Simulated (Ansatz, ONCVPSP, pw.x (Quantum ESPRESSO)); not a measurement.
**Equation-of-state test of one ONCV potential (gold (Au))**

gold (Au), optimised norm-conserving Vanderbilt (ONCV), made with ONCVPSP 4.0.1.1 (patched build) (PBE, scalar-relativistic). Core [Kr] 4d10 4f14, reference 5s2 5p6 5d10 6s1. Waves: 5s+6s: rc 1.70 bohr, ncon 4, nbas 7, qcut 8.9 1/bohr, 2 projectors; 5p: rc 1.70 bohr, ncon 5, nbas 8, qcut 9.4 1/bohr, local; 5d: rc 2.35 bohr, ncon 4, nbas 8, qcut 8.1 1/bohr, 2 projectors, debl 3.6 Ha. Local part: the p channel. Core correction: none.

Atomic tests: cutoffs needed: 30 Ha and 36 Ha (the cutoffs (Ha) at which the residual kinetic energy of the hardest occupied pseudo-wave falls to 1 and 0.1 mHa per electron); ghost test: no bound ghost flagged; no localised positive-energy state flagged; largest excitation error: -6.2 meV (all-electron minus pseudo) for 5s2 5p6 5d9 6s0, out of 4 test configurations.

Crystal test: diamond Au in pw.x 7.5, no spin, 8³ k-points, Fermi–Dirac smearing 0.01 Ry, cutoffs 85/340 Ry. The reference is all-electron LAPW (Ansatz 0.2.0) with the same functional, mesh and smearing; V0 and B0 come from Birch–Murnaghan fits to the pressures at five volumes. Errors are pseudo minus all-electron; Δ is the rms difference of the E(V) curves that follow from these fits, minima aligned, over ±6 % about the mean V0. Mesh and smearing are coarse, so the numbers serve the comparison and aren't converged zero-temperature values; the lattice is a test structure that the element need not adopt.

All-electron: a0 = 6.160 Å (V0 = 29.22 Å³/atom), B0 = 52.6 GPa.

**Question.** How far does the potential miss the all-electron equation of state?

**Answer.** mean pressure error (GPa): -2.30; a0 (Å): 6.071; a0 error (%): -1.44; B0 error (%): +13.4; Δ (meV/atom): 15.2. This is a poor potential for the solid.

```json
{"V (Å³/atom)": "27.723", "P all-electron (GPa)": "3.21", "P pseudo (GPa)": "0.55"}
{"V (Å³/atom)": "28.452", "P all-electron (GPa)": "1.50", "P pseudo (GPa)": "-0.97"}
{"V (Å³/atom)": "29.182", "P all-electron (GPa)": "0.06", "P pseudo (GPa)": "-2.22"}
{"V (Å³/atom)": "29.912", "P all-electron (GPa)": "-1.15", "P pseudo (GPa)": "-3.26"}
{"V (Å³/atom)": "30.641", "P all-electron (GPa)": "-2.18", "P pseudo (GPa)": "-4.13"}
```

**Question.** At the middle volume, how do free energy and pressure move when the wave cutoff is lowered (ecutrho kept at four times it)?

**Answer.**

```json
{"cutoff (Ry)": "38", "shift of F (meV/atom)": "+2805.9", "shift of P (GPa)": "-35.97"}
{"cutoff (Ry)": "51", "shift of F (meV/atom)": "+690.9", "shift of P (GPa)": "-16.22"}
{"cutoff (Ry)": "68", "shift of F (meV/atom)": "+44.4", "shift of P (GPa)": "-2.15"}
```

The run at the middle volume (29 k-points, 9 iterations) took about 98 s on one core of a shared host (Neoverse-V1, 64 threads, 251 GiB, load 37).
